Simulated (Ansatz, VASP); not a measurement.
# Two plane-wave programs on Sc

The input INCAR:

```
SYSTEM = Sc
ALGO = Normal
EDIFF = 1E-6
ENCUT = 520
GGA = CA
ISIF = 2
ISMEAR = -1
LASPH = .TRUE.
LCHARG = .FALSE.
LREAL = .FALSE.
LWAVE = .FALSE.
NBANDS = 12
NELM = 80
PREC = Accurate
SIGMA = 0.05
```

Contents of KPOINTS:

```
k-points
0
G
  17 17 17
  0 0 0
```

File POSCAR:

```
Sc
1.0
   -1.6826515260      1.6826515260      1.6826515260
    1.6826515260     -1.6826515260      1.6826515260
    1.6826515260      1.6826515260     -1.6826515260
Sc
1
Direct
    0.0000000000      0.0000000000      0.0000000000
```

Input for Ansatz:

```yaml
crystal:
  lattice:
    - [-1.682651526, 1.682651526, 1.682651526]
    - [1.682651526, -1.682651526, 1.682651526]
    - [1.682651526, 1.682651526, -1.682651526]
  atoms:
    - { symbol: Sc, position: [0.0, 0.0, 0.0] }
kpoints:
  mp_grid: { grid: [17, 17, 17] }
scf:
  occupations: { method: fermi_dirac, width: 0.05 }
hamiltonian:
  xc: lda
  pseudopotentials: { kind: paw }
output:
  forces: true
  stress: true
  eigenvalues: true
  populations: true
  write_density: true
  write_potential: true
  elf: true
  volumetric_format: npy
```

Change from the starting cell: volume scaled by 0.84, PAW files.

Alike in both runs: task single point; functional LDA; k mesh 17 × 17 × 17; occupations fermi-dirac, width 0.05 eV; no spin polarisation.

|  | VASP | Ansatz |
| --- | --- | --- |
| version | VASP 6.6.1 | Ansatz 0.2.0 |
| potentials or method | VASP PAW LDA potentials, release 64 (Sc_sv) | PAW with Ansatz's default frozen-core files, scalar-relativistic |
| plane-wave cutoff (eV) | 520 | 420 |
| valence electrons in the cell | 11 | 11 |

|  | VASP | Ansatz | Ansatz less VASP |
| --- | --- | --- | --- |
| pressure (GPa) | 13.6 | 13.4 | -0.18 |
